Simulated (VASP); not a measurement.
Here is a VASP 6.6.1 calculation.

The input INCAR:

```
ALGO     = Fast           # electronic algorithm
EDIFF    = 1E-7           # SCF threshold, eV
EDIFFG   = -0.005         # ionic threshold
ENCUT    = 600            # plane-wave cutoff, eV
GGA      = PS             # functional
IBRION   = 2              # ionic algorithm
ISIF     = 3              # what is computed and relaxed
ISMEAR   = 0              # smearing method
LASPH    = T              # aspherical terms in the spheres
LCHARG   = F              # write CHGCAR
LREAL    = F              # projectors in reciprocal space
LWAVE    = F              # write WAVECAR
NELM     = 60             # most SCF steps
NSW      = 90             # ionic steps
PREC     = Accurate       # precision mode
SIGMA    = 0.1            # smearing width, eV
```

KPOINTS

```
k-points
0
Gamma
  6 6 6
```

Contents of POSCAR:

```
TaC
1.0
    0.0000000000      2.2338976900      2.2338976900
    2.2338976900      0.0000000000      2.2338976900
    2.2338976900      2.2338976900      0.0000000000
Ta C
1 1
Direct
    0.0000000000      0.0000000000      0.0000000000
    0.5000000000      0.5000000000      0.5000000000
```

Potentials or basis: VASP PAW PBE potentials, release 64 (Ta_pv, C).

The run is started by

```bash
$ cat potpaw_PBE.64/Ta_pv/POTCAR potpaw_PBE.64/C/POTCAR > POTCAR
$ mpirun -np 1 vasp_std > vasp.out
```

Predict the band gap on the k mesh.

none (metal or under the smearing width).

What does it give for the space group after relaxing (to 0.05 Å)?

Fm-3m (No. 225).

Final structure:
```
Ta C
1.0
     0.00000    2.22092    2.22092
     2.22092    0.00000    2.22092
     2.22092    2.22092    0.00000
Ta C
1 1
Cartesian
  2.2209 4.4418 2.2209
  2.2209 2.2209 2.2209
```

Caveat: the k mesh is coarse (spacing up to 0.41 Å⁻¹), so the values aren't converged. Spin-orbit coupling is left out, which matters for the levels of Ta.
